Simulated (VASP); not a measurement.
Crystal: MgI2.

```
I Mg
1.0
     4.14000    0.00000    0.00000
    -2.07000    3.58535    0.00000
     0.00000    0.00000    6.88000
I Mg
2 1
Direct
  0.66667 0.33333 0.75000
  0.33333 0.66667 0.25000
  0.00000 0.00000 0.00000
```

Base run:

```yaml
Program: VASP 6.6.1
Functional: PBE
Potentials_or_basis: VASP PAW PBE potentials, release 64 (I, Mg)
Cutoff: 520 eV
k_mesh: 8 × 8 × 4
Occupations: fermi-dirac, width 0.05 eV
Spin: no spin polarisation
```

Its results: band gap on the k mesh 3.48 eV, indirect (least direct gap 3.63 eV); pressure 0.6 GPa; largest force 0.255 eV/Å.

**Question.** After a change of settings the same cell gave: band gap on the k mesh 3.42 eV, indirect (least direct gap 3.51 eV); pressure -0.8 GPa; largest force 0.300 eV/Å. Which change was it?
A. functional from PBE to PBEsol
B. functional from PBE to LAK; further incar settings from ALGO = Normal; EDIFF = 1e-07; NBANDS = 15 to ALGO = Normal; EDIFF = 1e-06
C. occupations from fermi-dirac, width 0.05 eV to gaussian, width 0.012 eV; further incar settings from ALGO = Normal; EDIFF = 1e-07; NBANDS = 15 to ALGO = Normal; EDIFF = 1e-06

**Answer.** A.

PBEsol binds more tightly than PBE, so the same cell stands under less pressure.

Caveats: spin-orbit coupling is left out, which moves the levels of the heavy elements; the cell's inner coordinates are idealised or old, which leaves forces on the atoms; this functional lacks dispersion, which binds the layers, so the pressure and a relaxed spacing across them are unreliable; the PAW data sets were made with another functional, which shifts forces and pressure a little (some runs).

Not every run made on this cell is shown here.
